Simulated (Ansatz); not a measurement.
# Al: Al vacancy

The calculation used DFT PBE, scalar-relativistic, plane waves, PAW (Ansatz 0.2.0). (420 eV cutoff, 5×5×5 k-mesh, Gaussian smearing of 0.10 eV, no spin polarisation)

Host crystal, relaxed:

```xyz
1
Lattice="0.0000 2.0208 2.0208 2.0208 0.0000 2.0208 2.0208 2.0208 0.0000" Properties=species:S:1:pos:R:3 pbc="T T T"
Al    0.0000    0.0000    0.0000
```

Supercell of 16 atoms, rows in host cell vectors: -1 -1 3; -1 -1 -1; 3 -1 -1. Atoms relax at the host's cell, keeping the symmetry that the supercell leaves at the site. The cell is small, so energies carry finite-size errors of tenths of an eV. The host is a metal.

Defect: Al vacancy at (0.000, 0.000, 0.000) of the host cell, charge 0.

(1) Give the relaxed supercell.

Results:

(1)
```xyz
15
Lattice="4.0416 4.0416 -4.0416 -4.0416 -4.0416 -4.0416 -4.0416 4.0416 4.0416" Properties=species:S:1:pos:R:3 pbc="T T T"
Al   -0.0261   -0.0261   -4.0416
Al    2.0208    2.0208   -4.0416
Al   -2.0208    2.0208   -4.0416
Al   -4.0155   -2.0208   -2.0469
Al   -2.0208   -0.0261   -2.0469
Al    0.0261    2.0208   -1.9947
Al    2.0208    4.0155   -1.9947
Al    0.0261    0.0261    0.0000
Al   -4.0678    2.0208   -1.9947
Al   -2.0208    4.0678   -2.0469
Al   -4.0678    0.0261    0.0000
Al   -2.0208    2.0208    0.0000
Al    0.0261    4.0155    0.0000
Al   -4.0678    2.0208    1.9947
Al   -2.0208    4.0678    2.0469
```
Around the defect: 12 Al at 2.82 Å. The run ended with a moment of 0.00 μB (no spin polarisation).

Cost: 2 runs of about 0.32 core-minutes in all, on Intel Xeon 6975P-C (Granite Rapids) (shared hosts).